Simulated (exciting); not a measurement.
# Electron–core-hole interaction in the Si L₂,₃ spectrum of SiO2 (Quartz)

Aim: the Si L₂,₃ absorption edge of SiO2 (Quartz) with the electron–hole interaction treated explicitly, and what each term of the kernel does.

Main program and level: exciting sodium; X-ray absorption, core-level Bethe-Salpeter equation, exchange and statically screened direct term, Tamm-Dancoff, all-electron LAPW+lo PBEsol.

Most raw output is cut from this account.

## 1. Starting point

The structure is trigonal, space group P3_121 (No. 152). Conventional cell: a = 4.916 Å, b = 4.916 Å, c = 5.409 Å, α = 90.00°, β = 90.00°, γ = 120.00°. Nearest to Si lie 4 O at 1.61 Å. O has 2 Si at 1.61 Å nearest. Farther neighbours and most contacts between anions are not listed.

As a file:

```
Si O
1.0
     4.91580    0.00000    0.00000
    -2.45790    4.25721    0.00000
     0.00000    0.00000    5.40910
Si O
3 6
Direct
  0.46970 0.46970 0.00000
  0.00000 0.53030 0.66667
  0.53030 0.00000 0.33333
  0.85380 0.26800 0.45233
  0.73200 0.58580 0.78567
  0.41420 0.14620 0.11900
  0.26800 0.85380 0.54767
  0.58580 0.73200 0.21433
  0.14620 0.41420 0.88100
```

Differences between curves are given as r.m.s. difference over r.m.s. height.

## 2. Ground state

The species files are the program's own, with muffin-tin radii set in the input.

Input file input.xml:

```
<input>
  <title>SiO2</title>
  <structure speciespath="." autormt="false" epslat="1.0e-5">
    <crystal>
      <basevect>9.2895156817 0.0000000000 0.0000000000</basevect>
      <basevect>-4.6447578409 8.0449565692 0.0000000000</basevect>
      <basevect>0.0000000000 0.0000000000 10.2217175788</basevect>
    </crystal>
    <species speciesfile="Si.xml" rmt="1.708">
      <atom coord="0.4697000000 0.4697000000 0.0000000000"/>
      <atom coord="0.0000000000 0.5303000000 0.6666666667"/>
      <atom coord="0.5303000000 0.0000000000 0.3333333333"/>
    </species>
    <species speciesfile="O.xml" rmt="1.238">
      <atom coord="0.8538000000 0.2680000000 0.4523333333"/>
      <atom coord="0.7320000000 0.5858000000 0.7856666667"/>
      <atom coord="0.4142000000 0.1462000000 0.1190000000"/>
      <atom coord="0.2680000000 0.8538000000 0.5476666667"/>
      <atom coord="0.5858000000 0.7320000000 0.2143333333"/>
      <atom coord="0.1462000000 0.4142000000 0.8810000000"/>
    </species>
  </structure>
  <groundstate do="fromscratch" xctype="GGA_PBE_SOL" ngridk="3 3 3" rgkmax="6.5" gmaxvr="14" nempty="8" swidth="0.001" maxscl="100" epsengy="1e-5"/>
</input>
```

On the command line:

```console
> OMP_NUM_THREADS=1 mpirun -n 4 exciting
```

Run time: 7.5 min. Hardware: 4 MPI ranks of Arm Neoverse V1, shared host.

The mesh shows a gap of 5.88 eV. Core levels (Dirac, from the valence top):

| atom | level | energy (eV) |
| --- | --- | --- |
| Si | 1s1/2 | -1774.9 |
| Si | 2s1/2 | -131.7 |
| Si | 2p1/2 | -88.5 |
| Si | 2p3/2 | -87.8 |
| O | 1s1/2 | -501.8 |

## 3. A richer basis for the empty states

Each species file gets more local orbitals, built from u and its energy derivative at 0.15 Ha and u at 0.9 Ha.

input.xml is that of step 2.

Input file SPECIES.xml, added lines:

```
<lo l="L">  <!-- L = 0, 1, 2 -->
  <wf matchingOrder="0" trialEnergy="0.1500" searchE="false"/>
  <wf matchingOrder="1" trialEnergy="0.1500" searchE="false"/>
  <wf matchingOrder="0" trialEnergy="0.9000" searchE="false"/>
</lo>
```

On the command line:

```console
> OMP_NUM_THREADS=1 mpirun -n 4 exciting
```

Run time: 7.3 min. Hardware: 4 MPI ranks.

Against the first ground state the total energy moves by -9 meV an atom and the gap by 0.00 eV.

## 4. Screening, kernels and BSE for Si atom 1

The absorber has 4 O at 1.61 Å (tetrahedral, site symmetry 2).

input.xml: that of step 3 with these lines changed.

```diff
@@ -22,3 +22,19 @@
   </structure>
-  <groundstate do="fromscratch" xctype="GGA_PBE_SOL" ngridk="3 3 3" rgkmax="6.5" gmaxvr="14" nempty="8" swidth="0.001" maxscl="100" epsengy="1e-5"/>
+  <groundstate do="skip" xctype="GGA_PBE_SOL" ngridk="3 3 3" rgkmax="6.5" gmaxvr="14" nempty="8" swidth="0.001" maxscl="100" epsengy="1e-5"/>
+  <xs xstype="BSE" ngridk="3 3 2" ngridq="3 3 2" vkloff="0.097 0.273 0.493" rgkmax="6.5" nempty="42" gqmax="3" lmaxapwwf="5" lmaxemat="3" broad="0.01654" tevout="true">
+    <energywindow intv="3.002 4.642" points="446"/>
+    <screening screentype="full" nempty="70"/>
+    <BSE xas="true" xasspecies="1" xasatom="1" xasedge="L23" bsetype="singlet" nstlxas="1 38"/>
+    <qpointset>
+      <qpoint>0 0 0</qpoint>
+    </qpointset>
+    <plan>
+      <doonly task="xsgeneigvec"/>
+      <doonly task="writepmatxs"/>
+      <doonly task="scrgeneigvec"/>
+      <doonly task="scrwritepmat"/>
+      <doonly task="screen"/>
+      <doonly task="scrcoulint"/>
+    </plan>
+  </xs>
 </input>
```

Input file input.xml for the exchange start (cutoff and plan only):

```
  gqmax="2.5"
  <plan>
    <doonly task="exccoulint"/>
  </plan>
```

Input file input.xml for the last start (plan only):

```
  <plan>
    <doonly task="bse"/>
  </plan>
```

On the command line:

```console
> OMP_NUM_THREADS=1 mpirun -n 4 exciting
> OMP_NUM_THREADS=1 mpirun -n 4 exciting
> OMP_NUM_THREADS=4 exciting
```

The job ended after 20 min (4 MPI ranks).

Wall time by task: xsgeneigvec 57 s, writepmatxs 7.2 s, scrgeneigvec 60 s, scrwritepmat 8.7 s, screen 2.3 min, scrcoulint 2.5 min, exccoulint 12 min, bse 34 s.

The Si L₂,₃ spectrum of Si atom 1 (energy from the Kohn–Sham onset, core level to the lowest empty state found on the meshes used, 93.68 eV; the ground-state mesh sets it, and the shifted mesh has its lowest transition 0.74 eV above it; Im ε scaled to the maximum of the singlet run; cut below the end of the band set):

| E (eV) | isotropic | ε ⊥ c | ε ∥ c |
| --- | --- | --- | --- |
| -6.5 | 0.02 | 0.02 | 0.02 |
| -6.0 | 0.03 | 0.03 | 0.03 |
| -5.5 | 0.03 | 0.03 | 0.03 |
| -5.0 | 0.04 | 0.04 | 0.04 |
| -4.5 | 0.05 | 0.05 | 0.05 |
| -4.0 | 0.07 | 0.07 | 0.07 |
| -3.5 | 0.10 | 0.11 | 0.10 |
| -3.0 | 0.18 | 0.18 | 0.17 |
| -2.5 | 0.38 | 0.39 | 0.36 |
| -2.0 | 0.90 | 0.92 | 0.86 |
| -1.5 | 0.89 | 0.91 | 0.85 |
| -1.0 | 0.84 | 0.86 | 0.82 |
| -0.5 | 1.00 | 1.00 | 0.98 |
| 0.0 | 0.91 | 0.93 | 0.88 |
| 0.5 | 0.67 | 0.68 | 0.65 |
| 1.0 | 0.48 | 0.46 | 0.51 |
| 1.5 | 0.38 | 0.38 | 0.40 |
| 2.0 | 0.39 | 0.39 | 0.39 |
| 2.5 | 0.43 | 0.43 | 0.43 |
| 3.0 | 0.45 | 0.44 | 0.48 |
| 3.5 | 0.46 | 0.44 | 0.48 |
| 4.0 | 0.49 | 0.47 | 0.51 |
| 4.5 | 0.52 | 0.50 | 0.55 |
| 5.0 | 0.60 | 0.60 | 0.59 |
| 5.5 | 0.75 | 0.78 | 0.67 |
| 6.0 | 0.84 | 0.90 | 0.74 |
| 6.5 | 0.78 | 0.80 | 0.74 |
| 7.0 | 0.62 | 0.62 | 0.63 |
| 7.5 | 0.50 | 0.48 | 0.55 |
| 8.0 | 0.44 | 0.40 | 0.50 |
| 8.5 | 0.40 | 0.36 | 0.47 |
| 9.0 | 0.38 | 0.36 | 0.43 |
| 9.5 | 0.39 | 0.38 | 0.42 |
| 10.0 | 0.38 | 0.36 | 0.40 |
| 10.5 | 0.35 | 0.34 | 0.36 |
| 11.0 | 0.34 | 0.35 | 0.33 |
| 11.5 | 0.32 | 0.33 | 0.29 |
| 12.0 | 0.31 | 0.33 | 0.27 |
| 12.5 | 0.31 | 0.33 | 0.26 |
| 13.0 | 0.33 | 0.35 | 0.30 |
| 13.5 | 0.36 | 0.36 | 0.34 |
| 14.0 | 0.35 | 0.35 | 0.34 |
| 14.5 | 0.33 | 0.33 | 0.32 |
| 15.0 | 0.34 | 0.34 | 0.34 |
| 15.5 | 0.36 | 0.36 | 0.36 |
| 16.0 | 0.35 | 0.35 | 0.35 |
| 16.5 | 0.33 | 0.34 | 0.32 |
| 17.0 | 0.31 | 0.32 | 0.30 |

Maxima (height): -1.9 eV (0.96), -0.5 eV (1.00), 6.1 eV (0.85), 13.6 eV (0.36) and 15.5 eV (0.36).

The Hamiltonian has 4104 rows. The lowest groups of eigenvalues and the brightest ones, on the scale above (the program counts from the shifted mesh's onset, 0.74 eV higher). Core spinors bring spin-forbidden partners, so dark means forbidden by spin or by symmetry, and the shifted mesh splits states that symmetry would keep together:

| energy (eV) | states within 10 meV | relative strength |
| --- | --- | --- |
| -1.937 | 2 | 0.24 |
| -1.924 | 2 | 1.00 |
| -1.292 | 2 | 0.70 |
| -0.769 | 1 | 0.0037 |
| -0.650 | 2 | 0.076 |
| -0.630 | 1 | 0.26 |
| -0.609 | 2 | 0.23 |
| -0.224 | 2 | 0.14 |
| 0.031 | 2 | 0.19 |

## 5. Independent particles

input.xml: that of step 4 with these lines changed.

```diff
@@ -26,3 +26,3 @@
     <screening screentype="full" nempty="70"/>
-    <BSE xas="true" xasspecies="1" xasatom="1" xasedge="L23" bsetype="singlet" nstlxas="1 38"/>
+    <BSE xas="true" xasspecies="1" xasatom="1" xasedge="L23" bsetype="IP" nstlxas="1 38"/>
     <qpointset>
@@ -31,8 +31,3 @@
     <plan>
-      <doonly task="xsgeneigvec"/>
-      <doonly task="writepmatxs"/>
-      <doonly task="scrgeneigvec"/>
-      <doonly task="scrwritepmat"/>
-      <doonly task="screen"/>
-      <doonly task="scrcoulint"/>
+      <doonly task="bse"/>
     </plan>
```

On the command line:

```console
> OMP_NUM_THREADS=4 exciting
```

Elapsed: 1.5 s, on 4 threads.

Maxima (height): 6.4 eV (0.70), 9.7 eV (0.70), 11.4 eV (0.61), 13.3 eV (0.50) and 15.3 eV (0.59). Against the singlet run the r.m.s. difference is 71 %. Moving the earlier curve by +6.1 eV leaves 32 %. The highest maximum lies at 6.4 eV (0.70), against -0.5 eV (1.00).

## 6. Exchange alone

input.xml: that of step 5 with these lines changed.

```diff
@@ -26,3 +26,3 @@
     <screening screentype="full" nempty="70"/>
-    <BSE xas="true" xasspecies="1" xasatom="1" xasedge="L23" bsetype="IP" nstlxas="1 38"/>
+    <BSE xas="true" xasspecies="1" xasatom="1" xasedge="L23" bsetype="RPA" nstlxas="1 38"/>
     <qpointset>
```

On the command line:

```console
> OMP_NUM_THREADS=4 exciting
```

Run time: 34 s. Hardware: 4 threads.

Maxima (height): 6.4 eV (0.68), 9.7 eV (0.69), 11.5 eV (0.60), 13.3 eV (0.50) and 15.3 eV (0.60). Against the independent-particle run the r.m.s. difference is 3 %. The highest maximum lies at 9.7 eV (0.69), against 6.4 eV (0.70).

## 7. Another input

In this try the input is made faulty on purpose, to show what that does.

input.xml: that of step 6 with these lines changed.

```diff
@@ -23,6 +23,6 @@
   <groundstate do="skip" xctype="GGA_PBE_SOL" ngridk="3 3 3" rgkmax="6.5" gmaxvr="14" nempty="8" swidth="0.001" maxscl="100" epsengy="1e-5"/>
-  <xs xstype="BSE" ngridk="3 3 2" ngridq="3 3 2" vkloff="0.097 0.273 0.493" rgkmax="6.5" nempty="42" gqmax="3" lmaxapwwf="5" lmaxemat="3" broad="0.01654" tevout="true">
+  <xs xstype="BSE" ngridk="3 3 2" ngridq="3 3 2" vkloff="0.097 0.273 0.493" rgkmax="6.5" nempty="42" gqmax="0.6" lmaxapwwf="5" lmaxemat="3" broad="0.01654" tevout="true">
     <energywindow intv="3.002 4.642" points="446"/>
     <screening screentype="full" nempty="70"/>
-    <BSE xas="true" xasspecies="1" xasatom="1" xasedge="L23" bsetype="RPA" nstlxas="1 38"/>
+    <BSE xas="true" xasspecies="1" xasatom="1" xasedge="L23" bsetype="singlet" nstlxas="1 38"/>
     <qpointset>
@@ -31,3 +31,6 @@
     <plan>
-      <doonly task="bse"/>
+      <doonly task="xsgeneigvec"/>
+      <doonly task="screen"/>
+      <doonly task="scrcoulint"/>
+      <doonly task="exccoulint"/>
     </plan>
```

Input file input.xml for the last start (plan only):

```
  <plan>
    <doonly task="bse"/>
  </plan>
```

On the command line:

```console
> OMP_NUM_THREADS=1 mpirun -n 4 exciting
> OMP_NUM_THREADS=4 exciting
```

Elapsed: 4.2 min, on 4 MPI ranks.

The input has a fault: the cutoff of the kernels is far too low. Against the singlet run the r.m.s. difference is 57 %. Moving the earlier curve by +2.6 eV leaves 28 %. The highest maximum lies at 1.3 eV (0.94), against -0.5 eV (1.00). The first bright state moves from -1.94 to -1.01 eV. The kernels miss the short-range part of the Coulomb interaction, its components above their cutoff.

| E (eV) | first run | this run |
| --- | --- | --- |
| -6.0 | 0.03 | 0.01 |
| -5.0 | 0.04 | 0.02 |
| -4.0 | 0.07 | 0.02 |
| -3.0 | 0.18 | 0.04 |
| -2.0 | 0.90 | 0.07 |
| -1.0 | 0.84 | 0.23 |
| 0.0 | 0.91 | 0.31 |
| 1.0 | 0.48 | 0.88 |
| 2.0 | 0.39 | 0.74 |
| 3.0 | 0.45 | 0.59 |
| 4.0 | 0.49 | 0.60 |
| 5.0 | 0.60 | 0.56 |
| 6.0 | 0.84 | 0.58 |
| 7.0 | 0.62 | 0.73 |
| 8.0 | 0.44 | 0.59 |
| 9.0 | 0.38 | 0.50 |
| 10.0 | 0.38 | 0.49 |
| 11.0 | 0.34 | 0.45 |
| 12.0 | 0.31 | 0.43 |
| 13.0 | 0.33 | 0.44 |
| 14.0 | 0.35 | 0.48 |
| 15.0 | 0.34 | 0.42 |
| 16.0 | 0.35 | 0.47 |
| 17.0 | 0.31 | 0.43 |

## 8. Coarser mesh

Changed against the first singlet run: k mesh from 3×3×2 to 2×2×1.

input.xml: that of step 7 with these lines changed.

```diff
@@ -23,3 +23,3 @@
   <groundstate do="skip" xctype="GGA_PBE_SOL" ngridk="3 3 3" rgkmax="6.5" gmaxvr="14" nempty="8" swidth="0.001" maxscl="100" epsengy="1e-5"/>
-  <xs xstype="BSE" ngridk="3 3 2" ngridq="3 3 2" vkloff="0.097 0.273 0.493" rgkmax="6.5" nempty="42" gqmax="0.6" lmaxapwwf="5" lmaxemat="3" broad="0.01654" tevout="true">
+  <xs xstype="BSE" ngridk="2 2 1" ngridq="2 2 1" vkloff="0.097 0.273 0.493" rgkmax="6.5" nempty="42" gqmax="3" lmaxapwwf="5" lmaxemat="3" broad="0.01654" tevout="true">
     <energywindow intv="3.002 4.642" points="446"/>
@@ -32,5 +32,7 @@
       <doonly task="xsgeneigvec"/>
+      <doonly task="writepmatxs"/>
+      <doonly task="scrgeneigvec"/>
+      <doonly task="scrwritepmat"/>
       <doonly task="screen"/>
       <doonly task="scrcoulint"/>
-      <doonly task="exccoulint"/>
     </plan>
```

Input file input.xml for the exchange start (cutoff and plan only):

```
  gqmax="2.5"
  <plan>
    <doonly task="exccoulint"/>
  </plan>
```

Input file input.xml for the last start (plan only):

```
  <plan>
    <doonly task="bse"/>
  </plan>
```

On the command line:

```console
> OMP_NUM_THREADS=1 mpirun -n 4 exciting
> OMP_NUM_THREADS=1 mpirun -n 4 exciting
> OMP_NUM_THREADS=4 exciting
```

Run time: 4 min. Hardware: 4 MPI ranks.

These settings are cheaper. Against the singlet run the r.m.s. difference is 15 %. The highest maximum lies at -1.7 eV (1.18), against -0.5 eV (1.00). The first bright state moves from -1.94 to -1.76 eV. The lowest bare transition of this run lies at 2.11 eV, against 0.74. A coarse mesh samples few band energies, and it inflates the long-range part of the attraction.

| E (eV) | first run | this run |
| --- | --- | --- |
| -6.0 | 0.03 | 0.03 |
| -5.0 | 0.04 | 0.04 |
| -4.0 | 0.07 | 0.07 |
| -3.0 | 0.18 | 0.17 |
| -2.0 | 0.90 | 0.86 |
| -1.0 | 0.84 | 1.10 |
| 0.0 | 0.91 | 0.69 |
| 1.0 | 0.48 | 0.42 |
| 2.0 | 0.39 | 0.40 |
| 3.0 | 0.45 | 0.45 |
| 4.0 | 0.49 | 0.46 |
| 5.0 | 0.60 | 0.66 |
| 6.0 | 0.84 | 0.83 |
| 7.0 | 0.62 | 0.64 |
| 8.0 | 0.44 | 0.43 |
| 9.0 | 0.38 | 0.33 |
| 10.0 | 0.38 | 0.38 |
| 11.0 | 0.34 | 0.36 |
| 12.0 | 0.31 | 0.28 |
| 13.0 | 0.33 | 0.34 |
| 14.0 | 0.35 | 0.34 |
| 15.0 | 0.34 | 0.39 |
| 16.0 | 0.35 | 0.44 |
| 17.0 | 0.31 | 0.36 |

## 9. The levels of theory side by side

| level | curve passes 0.15 (eV) | highest maximum (eV) | its height |
| --- | --- | --- | --- |
| IP | 2.2 | 6.4 | 0.70 |
| RPA | 2.2 | 9.7 | 0.69 |
| singlet | -3.1 | -0.5 | 1.00 |

| E (eV) | IP | RPA | singlet |
| --- | --- | --- | --- |
| -6.0 | 0.01 | 0.01 | 0.03 |
| -5.0 | 0.01 | 0.01 | 0.04 |
| -4.0 | 0.01 | 0.01 | 0.07 |
| -3.0 | 0.01 | 0.01 | 0.18 |
| -2.0 | 0.02 | 0.01 | 0.90 |
| -1.0 | 0.02 | 0.02 | 0.84 |
| 0.0 | 0.03 | 0.03 | 0.91 |
| 1.0 | 0.07 | 0.07 | 0.48 |
| 2.0 | 0.14 | 0.13 | 0.39 |
| 3.0 | 0.32 | 0.30 | 0.45 |
| 4.0 | 0.55 | 0.51 | 0.49 |
| 5.0 | 0.62 | 0.59 | 0.60 |
| 6.0 | 0.68 | 0.65 | 0.84 |
| 7.0 | 0.66 | 0.65 | 0.62 |
| 8.0 | 0.54 | 0.53 | 0.44 |
| 9.0 | 0.62 | 0.60 | 0.38 |
| 10.0 | 0.67 | 0.67 | 0.38 |
| 11.0 | 0.58 | 0.57 | 0.34 |
| 12.0 | 0.56 | 0.57 | 0.31 |
| 13.0 | 0.48 | 0.49 | 0.33 |
| 14.0 | 0.49 | 0.49 | 0.35 |
| 15.0 | 0.57 | 0.57 | 0.34 |
| 16.0 | 0.54 | 0.56 | 0.35 |
| 17.0 | 0.58 | 0.59 | 0.31 |

## 10. Summary of results

```yaml
absorber_and_edge: Si L₂,₃, atom 1
surroundings: 4 O at 1.61 Å (tetrahedral, site symmetry 2)
first_bright_state: -1.94 eV from the Kohn–Sham onset, on this mesh
highest_maximum: -0.5 eV
cost_of_the_bse_run: 20 min on 4 MPI ranks of Arm Neoverse V1, shared host; the last task ran on as many threads
```

Is a core exciton bound? Yes on this mesh: the first bright state (over 5 % of the brightest) lies at -1.94 eV from the Kohn–Sham onset and at -2.68 eV from the lowest bare transition of its own mesh. Exchange alone changes the independent-particle spectrum by 3 % r.m.s. With 18 k points the binding energies are rough, and fine structure above the first lines is partly noise of the mesh. Exchange and the short-range direct term aren't converged in the kernel cutoff. The zero comes from the unshifted 3×3×3 ground-state mesh; it is exact only where the band minimum lies on that mesh. The conduction states carry no spin here, so the exchange coupling to the spinor core hole is only partly held. The Kohn–Sham onset, 94 eV, is no photon energy (tabulated edge of the element: 99.2 eV): the scale needs a rigid shift. Bands and screening come from semilocal DFT, whose small gap overscreens. Vibrations and energy-dependent lifetimes are left out. The structure is a published determination, not relaxed.

[Logs are printed without paths, hosts, clocks, repeated set-up lines and the standing remarks that a program may print on its own settings, such as how far it seeks lower states.]

[Hosts, paths, dates, database ids (printed as entryN), source tags and the programs' standing remarks are cut or masked in the printed files.]
